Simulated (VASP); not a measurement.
A run of VASP 6.6.1 is set up as follows.

INCAR

```
PREC = Accurate
ENCUT = 520
EDIFF = 1E-6
ISMEAR = 0
SIGMA = 0.1
LREAL = False
LASPH = True
NELM = 100
ALGO = Fast
ISIF = 2
LWAVE = False
LCHARG = False
GGA = PS
NBANDS = 17
```

KPOINTS

```
regular mesh
0
Gamma
  14 14 8
```

POSCAR

```
Hf
1.0
    3.2329171185      0.0120835204      0.0125630252
   -1.6059939236      2.8073949138      0.0075605981
    0.0198771540      0.0252890000      5.1451987840
Hf
2
Direct
    0.3183425710      0.6154569908      0.2430127724
    0.6816574290      0.3845430092      0.7569872276
```

Potentials or basis: VASP PAW PBE potentials, release 64 (Hf_pv).

Command:

```bash
$ cat potpaw_PBE.64/Hf_pv/POTCAR > POTCAR
$ mpirun -np 1 vasp_std > vasp.out
```

Task: Estimate the band gap on the k mesh.

Result: None (metal or under the smearing width).

Task: Estimate the pressure.

Result: -8.1 GPa.

Stress tensor (GPa, compression positive):
```
 -6.43  -1.18  -0.70
 -1.18 -10.49   0.29
 -0.70   0.29  -7.32
```

Caveat: the PAW data sets were made with another functional, which shifts forces and pressure a little. Spin-orbit coupling is left out, which matters for the levels of Hf.
